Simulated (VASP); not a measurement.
Computed with PBE GGA, VASP's PBE PAW potentials (set 64) (plane waves; VASP 6.6.1).

A VASP calculation is set up with these files.

### KPOINTS
```
Regular mesh
0
G
 5 5 3
0 0 0
```

POSCAR:
```
InN
1
    1.8054000000    -3.1270450000     0.0000000000
    1.8054000000     3.1270450000     0.0000000000
    0.0000000000     0.0000000000     5.8140000000
In N
2 2
Direct
  0.6666670000   0.3333330000   0.5000000000
  0.3333330000   0.6666670000   0.0000000000
  0.6666670000   0.3333330000   0.8790000000
  0.3333330000   0.6666670000   0.3790000000
```

INCAR:
```
# general
SYSTEM =InN
PREC   =Accurate
ENCUT  =520   # plane-wave cut-off (eV)
LREAL  =.FALSE.   # projection in real space or not
LASPH  =.TRUE.

# electronic loop
EDIFF  =1E-6
NELM   =100   # most electronic steps
ALGO   =Normal   # blocked Davidson
LMAXMIX=4

# smearing
ISMEAR =0   # Gaussian
SIGMA  =0.05   # width (eV)

# functional
GGA    =PE   # PBE

# ions
ISIF   =2

# output
LWAVE  =.FALSE.
LCHARG =.FALSE.
```

POTCAR, in this order: In_d N (PBE.64 set). Program: vasp_std.

The run wrote:

### OUTCAR
```
 ion  position               nearest neighbor table
   1  0.667  0.333  0.500-   4 2.20   4 2.20   4 2.20   3 2.20   2 3.58   2 3.58   2 3.58   2 3.58
                             2 3.58   2 3.58
   2  0.333  0.667  0.000-   3 2.20   3 2.20   3 2.20   4 2.20   1 3.58   1 3.58   1 3.58   1 3.58
                             1 3.58   1 3.58
   3  0.667  0.333  0.879-   2 2.20   2 2.20   2 2.20   1 2.20
   4  0.333  0.667  0.379-   1 2.20   1 2.20   1 2.20   2 2.20
  LATTYP: Found a hexagonal cell.
 ALAT       =     3.6108004088
 C/A-ratio  =     1.6101693092
 Subroutine PRICEL returns:
 Original cell was already a primitive cell.
 Subroutine GETGRP returns: Found 12 space group operations
The static configuration has the point symmetry C_3v.
 The point group associated with its full space group is C_6v.
The dynamic configuration has the point symmetry C_3v.
 Subroutine INISYM returns: Found 12 space group operations
 Subroutine IBZKPT returns following result:
 Found     10 irreducible k-points:

 Following reciprocal coordinates:
            Coordinates               Weight
  0.000000  0.000000  0.000000      1.000000
  0.200000  0.000000  0.000000      6.000000
  0.400000 -0.000000  0.000000      6.000000
  0.200000  0.200000  0.000000      6.000000
  0.400000  0.200000  0.000000      6.000000
  0.000000  0.000000  0.333333      2.000000
  0.200000  0.000000  0.333333     12.000000
  0.400000 -0.000000  0.333333     12.000000
  0.200000  0.200000  0.333333     12.000000
  0.400000  0.200000  0.333333     12.000000
   k-points           NKPTS =     10   k-points in BZ     NKDIM =     10   number of bands    NBANDS=     22
   number of dos      NEDOS =    301   number of ions     NIONS =      4
   total plane-waves  NPLWV =  37632
   dimension x,y,z NGX =    28 NGY =   28 NGZ =   48
   dimension x,y,z NGXF=    56 NGYF=   56 NGZF=   96
   ions per type =               2   2
   PREC   = accura    normal or accurate (medium, high low for compatibility)
   ISTART =      0    job   : 0-new  1-cont  2-samecut
...
```

**OSZICAR**
```
       N       E                     dE             d eps       ncg     rms          rms(c)
DAV:   1     0.351145878513E+03    0.35115E+03   -0.18270E+04   440   0.221E+03
DAV:   2     0.217377361695E+02   -0.32941E+03   -0.32053E+03   470   0.487E+02
DAV:   3    -0.242749400398E+02   -0.46013E+02   -0.44914E+02   596   0.184E+02
DAV:   4    -0.257565736140E+02   -0.14816E+01   -0.14788E+01   524   0.363E+01
DAV:   5    -0.258095329855E+02   -0.52959E-01   -0.52952E-01   610   0.620E+00    0.136E+01
DAV:   6    -0.213383538552E+02    0.44712E+01   -0.21242E+01   740   0.586E+01    0.112E+01
DAV:   7    -0.214255462702E+02   -0.87192E-01   -0.22320E+00   492   0.128E+01    0.328E+00
DAV:   8    -0.213937654028E+02    0.31781E-01   -0.27252E-01   728   0.506E+00    0.186E+00
DAV:   9    -0.213846383559E+02    0.91270E-02   -0.61361E-02   742   0.339E+00    0.497E-01
DAV:  10    -0.213819367027E+02    0.27017E-02   -0.15522E-02   696   0.172E+00    0.145E-01
DAV:  11    -0.213827155626E+02   -0.77886E-03   -0.42182E-03   640   0.475E-01    0.198E-01
DAV:  12    -0.213825647103E+02    0.15085E-03   -0.39964E-04   662   0.263E-01    0.617E-02
DAV:  13    -0.213825129693E+02    0.51741E-04   -0.26560E-04   742   0.130E-01    0.238E-02
DAV:  14    -0.213825174594E+02   -0.44901E-05   -0.19590E-05   524   0.446E-02    0.100E-02
DAV:  15    -0.213825167079E+02    0.75148E-06   -0.27856E-06   506   0.209E-02
   1 F= -.21382517E+02 E0= -.21382004E+02  d E =-.102459E-02
```

**OUTCAR**
```
------------------------ aborting loop because EDIFF is reached ----------------------------------------
  FORCE on cell =-STRESS in cart. coord.  units (eV):
  Direction    XX          YY          ZZ          XY          YZ          ZX
  --------------------------------------------------------------------------------------
  Total       -0.9919556     -0.9919559     -0.7102954      0.0000000      0.0000000      0.0000000
  in kB      -24.2097458    -24.2097531    -17.3355237      0.0000000      0.0000000      0.0000000
  external PRESSURE =     -21.9183408 kB  Pullay stress =       0.0000000 kB
  volume of cell :       65.65
      direct lattice vectors                 reciprocal lattice vectors
     1.805400000 -3.127045000  0.000000000     0.276946937 -0.159895364  0.000000000
     1.805400000  3.127045000  0.000000000     0.276946937  0.159895364  0.000000000
     0.000000000  0.000000000  5.814000000     0.000000000  0.000000000  0.171998624
 POSITION                                       TOTAL-FORCE (eV/Angst)
 -----------------------------------------------------------------------------------
      1.80540     -1.04235      2.90700         0.000000      0.000000     -0.018420
      1.80540      1.04235      0.00000        -0.000000      0.000000     -0.018420
      1.80540     -1.04235      5.11051        -0.000000     -0.000000      0.018420
      1.80540      1.04235      2.20351         0.000000      0.000000      0.018420
 -----------------------------------------------------------------------------------
    total drift:                                0.000000      0.001566      0.000203
  FREE ENERGIE OF THE ION-ELECTRON SYSTEM (eV)
  ---------------------------------------------------
  free  energy   TOTEN  =       -21.3825167079 eV

  energy  without entropy=      -21.3814921138  energy(sigma->0) =      -21.38200441
```
(Selected blocks of OUTCAR.)

The compound is InN in the wurtzite structure. The cell was not relaxed at this level. The k-mesh is coarse (spacing up to 0.40 per Å, 2π included), so the numbers may not be converged in it.
